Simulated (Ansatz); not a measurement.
K: energy along a strain

K, Im-3m, a = 5.236 Å (as given, not relaxed at this level: 0.1 GPa). Ansatz: PBE, PAW, 420 eV, Γ-centred 14×14×14 mesh on 1 atom, Gaussian smearing 0.15 eV; no spin polarisation. Cell vectors (Å): -2.618 2.618 2.618; 2.618 -2.618 2.618; 2.618 2.618 -2.618. The cell is strained by x per cent times the pattern (0 1 0 0 0 0) in the order xx yy zz yz xz xy (engineering shears), with fractional coordinates held. y is the free energy over the start, V0 = 71.774 Å³/atom.

| x (%) | y (meV/atom) |
| --- | --- |
| -4.00 | ? |
| -3.00 | 2.37 |
| -2.00 | 1.36 |
| -1.00 | 0.57 |
| 0.00 | 0.00 |
| 1.00 | -0.36 |
| 2.00 | -0.54 |
| 3.00 | -0.53 |
| 3.50 | -0.47 |
| 4.00 | -0.37 |

Q: Fit y = c1 x + c2 x² + c3 x³ to the other rows, get the stiffness along the pattern, and predict the missing energy.

A: Least squares on the rows shown. y = −0.4639 x + 0.1021 x² − 0.002286 x³. The clamped-ion stiffness p·C·p = 2 × 1.021 eV × 160.2 / 71.774 Å³ = 4.6 GPa, which is C22 in these axes (C11 of the cubic crystal); c1 is there for the stress left in the start, which by itself gives a slope of -0.46 meV/atom per %. At x = -4.00 the fit asked for gives 3.64 meV/atom. The run gave 3.64 meV/atom, the same to the digits shown.